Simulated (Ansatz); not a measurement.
The system is TiSi2.

```
Ti Si
1.0
     0.00000    4.11752    4.26290
     2.38951    0.00000    4.26290
     2.38951    4.11752    0.00000
Ti Si
2 4
Direct
  0.75000 0.75000 0.75000
  0.50000 0.50000 0.50000
  0.41257 0.08743 0.41257
  0.08743 0.41257 0.08743
  0.16257 0.83743 0.16257
  0.83743 0.16257 0.83743
```

The cell is a database's computed one.

Program: Ansatz 0.2.0. Alike in all runs: task projected density of states; potentials or basis Ansatz PAW; no spin polarisation; cell as given; k mesh 7 × 7 × 7; smearing fermi-dirac 0.05 eV.

Task: Order these runs on this cell by their pressure, lowest first.
A. level RPBE; cutoff (eV) 420
B. level LDA; cutoff (eV) 420
C. level PBEsol; cutoff (eV) 420
D. level r2SCAN; cutoff (eV) 500
E. level BLYP; cutoff (eV) 420

Result: B (-5.1 GPa), C (-2.0 GPa), D (-0.2 GPa), A (4.7 GPa), E (8.9 GPa).

Caveats: the PAW data sets come from PBE, with cores solved anew for the run's functional, which leaves a small shift of forces and pressure; the density of states is complete only up to the lowest level of the last band computed.

Runs at the PBE level aren't shown here.
